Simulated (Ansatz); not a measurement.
# Relaxing InSe

These are results of DFT r2SCAN, scalar-relativistic, plane waves, PAW (Ansatz), not measurements. (500 eV cutoff, 12×12×1 k-mesh, Gaussian smearing of 0.02 eV, no spin polarisation)

What was changed: equal strain along all axes, cell held, atoms relaxed: -1.5 %.

Command:

```bash
ansatz run input.yaml --threads 1 --pin off --max-ram 2560MiB --backend cpu --events-out ev --progress --plain --runs-dir out
```

Input:

```yaml
crystal:
  lattice:
    - [3.982886249, 0.0, 0.0]
    - [-1.9914431245, 3.449280672, 0.0]
    - [0.0, 0.0, 25.6674951062]
  atoms:
    - { symbol: In, position: [0.6666666667, 0.3333333333, 0.3309293906] }
    - { symbol: In, position: [0.6666666667, 0.3333333333, 0.2235563121] }
    - { symbol: In, position: [0.3333333333, 0.6666666667, 0.6642627239] }
    - { symbol: In, position: [0.3333333333, 0.6666666667, 0.5568896454] }
    - { symbol: In, position: [0.0, 0.0, 0.9975960573] }
    - { symbol: In, position: [0.0, 0.0, 0.8902229788] }
    - { symbol: Se, position: [0.3333333333, 0.6666666667, 0.0458958834] }
    - { symbol: Se, position: [0.0, 0.0, 0.1752517473] }
    - { symbol: Se, position: [0.0, 0.0, 0.3792292167] }
    - { symbol: Se, position: [0.6666666667, 0.3333333333, 0.5085850806] }
    - { symbol: Se, position: [0.6666666667, 0.3333333333, 0.71256255] }
    - { symbol: Se, position: [0.3333333333, 0.6666666667, 0.841918414] }
basis:
  ecutwfc: 500
kpoints:
  mp_grid: { grid: [12, 12, 1] }
hamiltonian:
  xc: r2scan
scf:
  occupations: { method: gaussian, width: 0.02 }
output:
  forces: true
  stress: true
  eigenvalues: true
  write_density: true
  write_potential: true
  elf: true
  volumetric_format: npy
relax:
  adjacent_minimum: "off"
  f_tol: 0.008
  max_steps: 40
```

F is the free energy.

At step 2 the energy rises: a step can overshoot before the optimiser corrects it.

Steps:

```csv
step,F − F(1) (eV),largest force component (eV/Å)
1,0.0000,0.371
2,0.1185,0.550
3,-0.0616,0.032
4,-0.0620,0.001
```

Relaxed structure:

```yaml
crystal:
  lattice:
    - [3.98289, 0.00000, 0.00000]
    - [-1.99144, 3.44928, 0.00000]
    - [0.00000, 0.00000, 25.66750]
  atoms:
    - { symbol: In, position: [0.66667, 0.33333, 0.33151] }
    - { symbol: In, position: [0.66667, 0.33333, 0.22296] }
    - { symbol: In, position: [0.33333, 0.66667, 0.66484] }
    - { symbol: In, position: [0.33333, 0.66667, 0.55630] }
    - { symbol: In, position: [0.00000, 0.00000, 0.99818] }
    - { symbol: In, position: [0.00000, 0.00000, 0.88963] }
    - { symbol: Se, position: [0.33333, 0.66667, 0.04833] }
    - { symbol: Se, position: [0.00000, 0.00000, 0.17283] }
    - { symbol: Se, position: [0.00000, 0.00000, 0.38166] }
    - { symbol: Se, position: [0.66667, 0.33333, 0.50617] }
    - { symbol: Se, position: [0.66667, 0.33333, 0.71499] }
    - { symbol: Se, position: [0.33333, 0.66667, 0.83950] }
```

It takes space group R3m (No. 160, trigonal). Conventional cell: a = 3.983 Å, b = 3.983 Å, c = 25.667 Å, α = 90.00°, β = 90.00°, γ = 120.00°. In (site symmetry 3m) is surrounded by 3 Se at 2.64 Å and 1 In at 2.79 Å. In (site symmetry 3m) has 3 Se at 2.64 Å and 1 In at 2.79 Å as nearest neighbours. Se (site symmetry 3m) is surrounded by 3 In at 2.64 Å. Around Se (site symmetry 3m) lie 3 In at 2.64 Å.

The run converged. Time: 4.9 min on 1 thread of AMD EPYC 9R45 96-Core Processor (Zen 5) (shared host), peak memory 1.7 GiB.